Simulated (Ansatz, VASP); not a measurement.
This is a calculation of BAs for Ansatz 0.2.0.

The input input.yaml:

```yaml
crystal:
  lattice:
    - [0.0, 2.3397414207, 2.3397414207]
    - [2.3397414207, 0.0, 2.3397414207]
    - [2.3397414207, 2.3397414207, 0.0]
  atoms:
    - { symbol: As, position: [0.75, 0.75, 0.75], spin: 0.5 }
    - { symbol: B, position: [0.0, 0.0, 0.0] }
kpoints:
  mp_grid: { grid: [10, 10, 10] }
scf:
  occupations: { method: fermi_dirac, width: 0.15 }
hamiltonian:
  xc: pbesol
  pseudopotentials:
    kind: all_electron
    lapw: { basis_error: 0.001 }
    dirac_shells: { As: ["3p"] }
magnetization:
  spin_polarized: true
output:
  forces: true
  stress: true
  eigenvalues: true
```

Potentials or basis: all-electron LAPW, inner shells corrected to Dirac's equation.

The run is started by

```bash
$ ansatz run input.yaml --threads 1 --pin off --max-ram 2560MiB --backend cpu --events-out ev --progress --plain --runs-dir out
```

**Question.** Translate it to VASP 6.6.1. Potentials there: VASP PAW PBE potentials, release 64 (As, B).

**Answer.** As run (the cutoff follows the program's own potentials):

The input INCAR:

```
SYSTEM = BAs
PREC = Accurate
ENCUT = 520
EDIFF = 1E-7
ISMEAR = -1
SIGMA = 0.15
LREAL = .FALSE.
LASPH = .TRUE.
NELM = 150
ALGO = Normal
ISIF = 2
LWAVE = .FALSE.
LCHARG = .TRUE.
ISPIN = 2
MAGMOM = 0.5 0
LORBIT = 11
GGA = PS
LELF = .TRUE.
LVHAR = .TRUE.
NBANDS = 15
```

The input KPOINTS:

```
Automatic mesh
0
G
  10 10 10
  0 0 0
```

File POSCAR:

```
BAs
1.0
    0.0000000000      2.3397414207      2.3397414207
    2.3397414207      0.0000000000      2.3397414207
    2.3397414207      2.3397414207      0.0000000000
As B
1 1
Direct
    0.7500000000      0.7500000000      0.7500000000
    0.0000000000      0.0000000000      0.0000000000
```

Potentials or basis: VASP PAW PBE potentials, release 64 (As, B).

Launch:

```console
$ cat potpaw_PBE.64/As/POTCAR potpaw_PBE.64/B/POTCAR > POTCAR
$ mpirun -np 1 vasp_std > vasp.out
```

Both were run:

|  | VASP | Ansatz | Ansatz less VASP |
| --- | --- | --- | --- |
| gap on the k mesh at the Fermi level (eV) | 1.01 | 1.02 | +0.013 |
| least direct gap on the mesh (eV) | 3.32 | 3.33 | +0.007 |
| pressure (GPa) | 10.0 | 8.8 | -1.18 |
| net moment per atom (μB) | 0.00 | 0.00 | 0.000 |

Ansatz ran all-electron here, so the differences hold the error of VASP's frozen core and of both bases.

Caveats: the PAW data sets were made with another functional, which shifts forces and pressure a little (VASP); the starting moments weren't kept (Ansatz). A k mesh can miss the band edges.
